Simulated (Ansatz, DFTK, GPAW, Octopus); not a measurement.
## Hf2S: 4 runs at one level of theory

```xyz
6
Lattice="3.3743 0.0000 0.0000 -1.6871 2.9222 0.0000 0.0000 0.0000 11.7174" Properties=species:S:1:pos:R:3 pbc="T T T"
Hf    0.0000    1.9481    1.1739
Hf    1.6871    0.9741    7.0327
Hf    0.0000    1.9481    4.6848
Hf    1.6871    0.9741   10.5435
S     0.0000    0.0000    2.9294
S     0.0000    0.0000    8.7881
```

The cell comes from a database or a generator and needn't be the stable form of this composition.

Alike in all runs: task single point; functional PBEsol; k mesh 9 × 9 × 3; occupations fermi-dirac, width 0.05 eV; no spin polarisation; no spin-orbit coupling. Pressure is positive in compression and, in plane waves, holds the error of the finite cutoff, which Ansatz's Pulay term estimates and takes out.

| program and potentials | plane-wave cutoff (eV) | notes | pressure (GPa) | largest force (eV/Å) |
| --- | --- | --- | --- | --- |
| Ansatz, Ansatz PAW | 420 | potentials made for PBE, which Ansatz adapts in part; 19.33 valence electrons an atom on average; Pulay term of +0.04 GPa included | -2.81 | 0.152 |
| GPAW, PAW data sets generated for this functional | 600 | 10 valence electrons an atom on average | -2.48 | 0.147 |
| DFTK, PseudoDojo SR PBEsol 0.4.1 standard (PBEsol) | 952 | 10 valence electrons an atom on average | -2.71 | 0.177 |
| Octopus, pseudodojo_pbesol (PseudoDojo 0.4, PBEsol) | - | 10 valence electrons an atom on average | - | 0.165 |

Force on atom 1 (Hf), eV/Å:

```tsv
program and potentials	x	y	z
Ansatz, Ansatz PAW	0.000	0.000	0.152
GPAW, PAW data sets generated for this functional	0.000	0.000	0.147
DFTK, PseudoDojo SR PBEsol 0.4.1 standard (PBEsol)	0.000	0.000	0.177
Octopus, pseudodojo_pbesol (PseudoDojo 0.4, PBEsol)	0.000	0.000	0.165
```

The pressure spans -2.81 (Ansatz, Ansatz PAW) to -2.48 GPa (GPAW, PAW data sets generated for this functional).

The functional is the same throughout but for its coding, so the spread measures potentials, basis and numerics; runs on potential files found faulty are left out.

All four calculations push the first Hf atom towards the neighbouring sulfur plane, and the three available pressures are negative. At this geometry, PBEsol therefore favours a smaller volume and, at fixed cell, a thinner Hf–S–Hf slab with a wider gap between facing Hf layers. The spread among implementations changes the size of these responses but not their direction. The run with the most valence electrons gives a force within the range of the others, so the force shows no clear effect of the larger valence space.

Sulfur can formally take up only part of the hafnium valence charge, leaving electrons for Hf d states and metallic bonding, including across the gap between Hf layers. The internal coordinate thus probably reflects a balance between polar Hf–S bonding and this Hf–Hf interaction, rather than weak van der Waals contact between closed-shell slabs. The tension would fit a starting cell optimised with a functional that binds less tightly, such as PBE. A scalar pressure doesn't show whether the contraction would fall mainly within the layers or along the stacking axis.
